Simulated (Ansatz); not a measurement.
`CC(C)c1cccc(O)c1` + `[OH][Sn][OH]` → `CC(C)[O][Sn][OH]` + `Oc1ccccc1`  (substitution at a C–C bond)

Computed with Ansatz on PBE0-D4/def2-TZVP structures; ΔE is electronic, products minus reactants. CBS: MP2 limit from def2 TZ/QZ plus the TZ coupled-cluster correction, frozen cores. Functionals use def2-TZVPP. B3LYP here is the variant with VWN-RPA as its local correlation; programs differ in this. Elements past krypton have def2 core potentials. For Sn outer-core shells are correlated without core-valence functions, which leaves a few kJ/mol of doubt a bond. One conformer a species, not always the lowest.

| level | ΔE (kcal/mol) | difference from CCSD(T)/CBS |
| --- | --- | --- |
| PBE-D4 | 11.0 | -1.4 |
| r2SCAN-D4 | 11.2 | -1.2 |
| ωB97X-V | 11.2 | -1.2 |
| ωB97M-V | 11.6 | -0.8 |
| B2PLYP | 10.7 | -1.7 |
| PBE | 10.3 | -2.1 |
| r2SCAN | 10.8 | -1.6 |
| B3LYP | 8.9 | -3.5 |
| HF/def2-TZVPP | 8.6 | -3.8 |
| MP2/def2-TZVPP | 14.7 | 2.3 |
| SCS-MP2/def2-TZVPP | 13.2 | 0.8 |
| CCSD/def2-TZVPP | 12.1 | -0.3 |
| CCSD(T)/def2-TZVPP | 12.4 | 0.0 |
| SCS-MP2/def2-QZVPP | 13.2 | 0.8 |
| MP2/CBS(def2) | 14.7 | 2.3 |
| CCSD/CBS(def2) | 12.1 | -0.3 |
| CCSD(T)/CBS | 12.4 | 0 |

Largest T1 diagnostic among the species: 0.018.

From PBE to PBE0 (25 % exact exchange), in def2-TZVPP and without D4, ΔE moves by +0.9 kcal/mol. In def2-TZVPP, CCSD(T) changes the Hartree–Fock value by +3.8 kcal/mol (the triples alone add +0.3 kcal/mol) and MP2 by +6.1 kcal/mol.

CCSD(T)/CBS has its own doubt, a few kJ/mol and more with outer-core shells, so smaller differences from it don't rank the levels.
